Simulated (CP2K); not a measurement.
Runs of CP2K 2026.2 on HfC. The structure is cubic, space group Fm-3m (No. 225). The conventional cell has a = 4.650 Å, b = 4.650 Å, c = 4.650 Å, α = 90.00°, β = 90.00°, γ = 90.00°. Around Hf (site symmetry m-3m) lie 6 C at 2.32 Å. C (site symmetry m-3m) has 6 Hf at 2.32 Å as nearest neighbours. 

| task | level | potentials or basis | smearing | EPS_DEFAULT | points a segment of the path (NPOINTS) | bands added on the path | CUTOFF of the grids | gap on the mesh (eV) | pressure (GPa) |
| --- | --- | --- | --- | --- | --- | --- | --- | --- | --- |
| band structure | PBEsol | POTENTIAL_UZH Hf GTH-PBE-q12, C GTH-PBE-q4; TZVP-MOLOPT-PBE-GTH basis | fermi-dirac 0.05 eV | 1.0E-9 | 8 | 4 | 450 Ry | none | -6.5 |
| band structure | TB-mBJ | POTENTIAL_UZH Hf GTH-PBE-q12, C GTH-PBE-q4; TZVP-MOLOPT-PBE-GTH basis | fermi-dirac 0.05 eV | 1.0E-9 | 8 | 6 | 675 Ry | none | - |
| band structure | LDA | GTH_POTENTIALS Hf GTH-PADE-q12, C GTH-PADE-q4; TZVP-MOLOPT-PBE-GTH basis | fermi-dirac 0.0259 eV | 1.0E-10 | 6 | 2 | 450 Ry | none | -49.4 |
| band structure | r2SCAN | POTENTIAL_UZH Hf GTH-SCAN-q12, C GTH-SCAN-q4; TZVP-MOLOPT-SCAN-GTH basis | fermi-dirac 0.05 eV | 1.0E-9 | 8 | 6 | 675 Ry | none | (a) |

Alike in all rows: no spin polarisation; cell as given; k mesh 10 × 10 × 10.

Fill in the values left out.

(a) -6.0.

Caveats: spin-orbit coupling is left out, which moves the levels of the heavy elements; the basis of atomic orbitals isn't converged, which shifts pressures, moduli and gaps; the potentials were made for another functional, which shifts forces and pressure (some runs); this is a model potential without an energy functional, so only levels have meaning (some runs); a pressure of tens of GPa on the cell as given is suspect, and the run, the potentials or the cell itself is likely at fault (some runs).

A k mesh can miss the band edges, and the runs leave out spin-orbit coupling on Hf.

A gap of «none» marks a metal or a gap under the smearing width.

Runs at the PBE level aren't shown here.
